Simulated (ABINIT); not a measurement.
C: optical spectrum with LDA

C, a slab with vacuum:

```
C
1.0
     2.45623    0.00000    0.00000
    -1.22811    2.12716    0.00000
     0.00000    0.00000   24.13396
C
4
Direct
  0.66667 0.33333 0.57048
  0.33333 0.66667 0.42952
  0.00000 0.00000 0.42953
  0.00000 0.00000 0.57047
```

```
Program             : ABINIT 10.8.3 (patched build)
Task                : optical spectrum
Functional          : LDA
Potentials or basis : PseudoDojo NC SR LDA v0.4.1 standard
Cutoff              : 844 eV
k mesh              : 12 × 12 × 2, shifted
Occupations         : fermi-dirac, width 0.05 eV
Spin                : no spin polarisation
Bands in the sums   : 20
Broadening (eV)     : 0.05
Scissor shift (eV)  : 0
Tensor components   : [11, 33]
```

```yaml
Largest_force: 0.024 eV/Å
```

Forces on the atoms (eV/Å):
```
C    0.000  0.000 -0.004
C    0.000  0.000  0.004
C    0.000  0.000  0.024
C    0.000  0.000 -0.024
```

Dielectric function (mean over the directions given):
| energy (eV) | real part | imaginary part |
| --- | --- | --- |
| 0.33 | -5.98 | 148.39 |
| 0.76 | -7.78 | 1.78 |
| 1.31 | -0.14 | 0.29 |
| 1.74 | 1.77 | 0.20 |
| 2.29 | 5.58 | 7.79 |
| 2.83 | 2.42 | 1.03 |
| 3.27 | 0.76 | 3.25 |
| 3.81 | 2.01 | 0.49 |
| 4.25 | 0.41 | 0.81 |
| 4.79 | -0.26 | 0.84 |
| 5.33 | 0.71 | 0.49 |
| 5.77 | 0.31 | 0.53 |
| 6.31 | 0.74 | 0.07 |
| 6.75 | 0.95 | 0.08 |
| 7.29 | 1.08 | 0.05 |
| 7.84 | 1.21 | 0.05 |
| 8.27 | 1.19 | 0.06 |
| 8.82 | 1.45 | 0.04 |
| 9.36 | 1.56 | 0.03 |
| 9.80 | 1.73 | 0.07 |
| 10.34 | 2.10 | 0.24 |
| 10.78 | 2.42 | 1.02 |
| 11.32 | 2.32 | 0.97 |
| 11.86 | 1.34 | 2.36 |
| 12.30 | 2.12 | 1.09 |
| 12.84 | 0.85 | 1.78 |
| 13.28 | 1.81 | 1.67 |
| 13.82 | 1.72 | 2.11 |
| 14.37 | 0.02 | 0.79 |
| 14.80 | 0.28 | 1.45 |
| 15.35 | -0.61 | 1.90 |
| 15.89 | -0.02 | 0.21 |
| 16.33 | 0.17 | 0.34 |
| 16.87 | 0.16 | 0.19 |
| 17.31 | 0.58 | 0.17 |
| 17.85 | 0.73 | 0.66 |
| 18.39 | 0.01 | 0.92 |
| 18.83 | 0.24 | 0.09 |
| 19.38 | 0.52 | 0.06 |
| 19.92 | 0.49 | 0.14 |

Run time: 3.1 min on 1 thread of AMD EPYC 9R45 96-Core Processor (Zen 5) (shared host), peak memory 0.84 GiB.

Caveat: the intraband (Drude) term is left out; spectra need much finer meshes, so this one isn't converged; independent-particle spectra lack excitons.
